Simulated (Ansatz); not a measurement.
System: cubic perovskite BaSnO3. Method: HSE06+SOC (plane waves, PAW; Ansatz, a program for electronic structure).

Numerical settings: plane-wave cutoff 460 eV, 6×6×6 k mesh, Fermi–Dirac smearing 0.01 eV, PAW data made under PBE.

The cell has the measured lattice: a = b = c = 4.1160 Å, α = β = γ = 90.00°.

Problem. What does this level give for the band gap and smallest direct gap on the k points sampled?

Solution. 
band gap: 2.66 eV (on the SCF k mesh) (indirect)
smallest direct gap on the k points sampled: 3.04 eV

Measured, for comparison: band gap 2.95 eV (temperature not stated, no zero-point or thermal correction, indirect, from the absorption edge of a single crystal; as tabulated in Kim et al. (2012), arXiv:1207.0764). Computed (rounded) less measured: band gap -0.29 eV.

Note: cell and atoms aren't relaxed at this level (pressure 0.6 GPa).
